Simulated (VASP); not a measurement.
Set up this calculation in VASP 6.6.1, as the native input.

- Task: single point
- Functional: PBEsol
- Potentials or basis: VASP PAW PBE potentials, release 64 (Al)
- Cutoff: 520 eV
- k mesh: 18 × 18 × 18
- Occupations: gaussian, width 0.1 eV
- Spin: no spin polarisation
- Further INCAR settings: ALGO = Normal; EDIFF = 1e-07

The structure of Al lies in POSCAR:

```
Al                                      
1.0
    0.0000000000      1.9670227592      1.9670227592
    1.9670227592      0.0000000000      1.9670227592
    1.9670227592      1.9670227592      0.0000000000
  Al            
     1
Direct
     0.0000000000000000    0.0000000000000000    0.0000000000000000
```

The cell isn't the ideal one: a relaxed cell with its volume scaled by 0.94.

These files were run (other wordings do the same):

INCAR

```
PREC = Accurate
ENCUT = 520
EDIFF = 1E-7
ISMEAR = 0
SIGMA = 0.1
LREAL = F
LASPH = T
NELM = 100
ALGO = Normal
ISIF = 2
LWAVE = F
LCHARG = F
GGA = PS
```

KPOINTS

```
regular mesh
0
Gamma
  18 18 18
```

Potentials or basis: VASP PAW PBE potentials, release 64 (Al).

The run is started by

```console
$ cat potpaw_PBE.64/Al/POTCAR > POTCAR
$ mpirun -np 1 vasp_std > vasp.out
```

Results of the run:

| Item | Value |
| --- | --- |
| Pressure | 5.8 GPa |
| Band gap on the k mesh | none (metal or under the smearing width) |

Caveat: the PAW data sets were made with another functional, which shifts forces and pressure a little.

Wall time 6.1 s on 1 thread of Intel(R) Xeon(R) Platinum 8488C (Sapphire Rapids) (shared host), peak memory 0.14 GiB.
